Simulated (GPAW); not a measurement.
The system is PtS2.

```
CELL_PARAMETERS angstrom
3.54320 0.00000 0.00000
-1.77160 3.06850 0.00000
0.00000 0.00000 5.03880
ATOMIC_POSITIONS crystal
Pt 0.00000 0.00000 0.00000
S 0.66667 0.33333 0.77300
S 0.33333 0.66667 0.22700
```

- Program: GPAW 26.7.0
- Task: relaxation of cell and atoms
- Functional: BLYP
- Dispersion: D3(BJ)
- Potentials or basis: PAW data sets generated in the run's folder for this functional
- Cutoff: 600 eV
- Basis: pw
- k mesh: 9 × 9 × 5
- Occupations: fermi-dirac, width 0.05 eV
- Spin: no spin polarisation

At the start: pressure 10.0 GPa; volume 18.26 Å³/atom.

Q: How do energy, volume and symmetry change on relaxing?

A: Over 15 steps the energy falls by 97.0 meV/atom and the volume is 17.31 Å³/atom (-5.2 %); space group P-3m1 (No. 164, to 0.05 Å).

The path:
```csv
step,energy change (eV),largest force (eV/Å),pressure (GPa),volume (Å³)
1,0.0000,1.8665,10.03,54.78
2,-0.1265,1.2225,5.10,55.69
3,-0.2117,0.3178,-1.30,56.92
4,-0.2173,0.1814,-2.04,56.93
5,-0.2270,0.0085,-2.71,56.57
6,-0.2401,0.1844,-2.67,55.60
7,-0.2517,0.2499,-1.47,54.18
8,-0.2583,0.1696,0.01,53.26
9,-0.2635,0.0369,1.15,52.77
10,-0.2696,0.0919,1.89,52.43
11,-0.2792,0.2045,2.22,51.98
12,-0.2874,0.1862,1.55,51.68
13,-0.2904,0.0858,0.53,51.79
14,-0.2910,0.0134,0.03,51.91
15,-0.2911,0.0002,-0.01,51.92
```

Final structure:
```
CELL_PARAMETERS angstrom
3.60299 0.00000 0.00000
-1.80149 3.12028 0.00000
0.00000 0.00000 4.61795
ATOMIC_POSITIONS crystal
Pt 0.00000 0.00000 0.00000
S 0.66667 0.33333 0.73488
S 0.33333 0.66667 0.26512
```

Caveat: later steps reuse the first step's grids; pairwise dispersion overbinds metals, which lowers pressure and volume.
